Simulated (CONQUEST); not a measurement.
The system is SiC (Moissanite).

```
Si C
1.0
     3.07600    0.00000    0.00000
     0.00000    5.04800    0.00000
     0.00000    0.00000    5.32779
Si C
4 4
Direct
  0.00000 0.50000 0.33333
  0.50000 0.50000 0.83333
  0.00000 0.00000 0.66667
  0.50000 0.00000 0.16667
  0.00000 0.88500 0.33333
  0.50000 0.88500 0.83333
  0.00000 0.38500 0.66667
  0.50000 0.38500 0.16667
```

Base run:

* Program: CONQUEST 1.3
* Functional: PBE
* Potentials or basis: PseudoDojo NC PBE, DZP, grid cutoff 120 Ha
* k mesh: 6 × 4 × 4
* Occupations: fermi-dirac, width 0.05 eV
* Spin: no spin polarisation

Its results: band gap on the k mesh 2.25 eV; pressure 6.3 GPa; largest force 0.806 eV/Å.

**Question.** After a change of settings the same cell gave: band gap on the k mesh 2.43 eV; pressure 12.9 GPa; largest force 0.924 eV/Å. Which change was it?
A. potentials or basis from PseudoDojo NC PBE, DZP, grid cutoff 120 Ha to PseudoDojo NC PBE, DZ, grid cutoff 120 Ha
B. potentials or basis from PseudoDojo NC PBE, DZP, grid cutoff 120 Ha to PseudoDojo NC PBE, SZ, grid cutoff 120 Ha
C. potentials or basis from PseudoDojo NC PBE, DZP, grid cutoff 120 Ha to PseudoDojo NC PBE, SZP, grid cutoff 120 Ha

**Answer.** C.

Caveats: the basis of atomic orbitals isn't converged, which shifts pressures, moduli and gaps; the box holds several primitive cells, so bands are folded and the points are those of the box's own zone (some runs); the atomic basis is small (some runs).
